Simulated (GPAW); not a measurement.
Input of a GPAW 26.7.0 run:

Contents of run.py:

```python
from ase.dft.bandgap import bandgap
from ase.io import read, write
from ase.units import GPa
from gpaw import GPAW, PW

atoms = read('Si.xyz')

calc = GPAW(mode=PW(600),
            xc='LDA',
            kpts={'size': (12, 12, 11), 'gamma': True},
            occupations={'name': 'fermi-dirac', 'width': 0.05},
            nbands=8,
            convergence={'density': 1e-05, 'energy': 1e-05},
            maxiter=150,
            txt='gpaw.txt')
atoms.calc = calc
energy = atoms.get_potential_energy()
forces = atoms.get_forces()
stress = atoms.get_stress()
calc.write('gs.gpw')
write('result.traj', atoms)
print(f'Energy: {energy:.6f} eV')
print('Forces (eV/A):')
print(forces.round(4))
print('Stress (GPa):', (stress / GPa).round(3))
print('Fermi level:', round(calc.get_fermi_level(), 4), 'eV')
print(f'Gap: {bandgap(calc)[0]:.4f} eV, direct: {bandgap(calc, direct=True)[0]:.4f} eV')

path = atoms.cell.bandpath('GMKGALHA,LM,KH', npoints=100, eps=1e-4)
bs_calc = calc.fixed_density(kpts=path, symmetry='off', nbands=14,
                             convergence={'bands': 'CBM+6.0', 'eigenstates': 1e-6}, txt='bands.txt')
bs = bs_calc.band_structure()
bs.write('bs.json')
print(f'Gap on the path: {bandgap(bs_calc)[0]:.4f} eV')
```

The input Si.xyz:

```xyz
1
Lattice="2.6205428149 0.0000000000 0.0000000000 -1.3102714075 2.2694566494 0.0000000000 0.0000000000 0.0000000000 2.4663543900" Properties=species:S:1:pos:R:3 pbc="T T T"
Si     0.0000000000      0.0000000000      0.0000000000
```

Potentials or basis: the program's PAW data sets (release 1.2.1) made for this functional, pw.

The run is started by

```console
$ OMP_NUM_THREADS=1 python run.py
```

(1) Estimate the pressure.

(2) Predict the band gap along the path.

Results:

(1) -0.5 GPa.

(2) none (metal or under the smearing width).
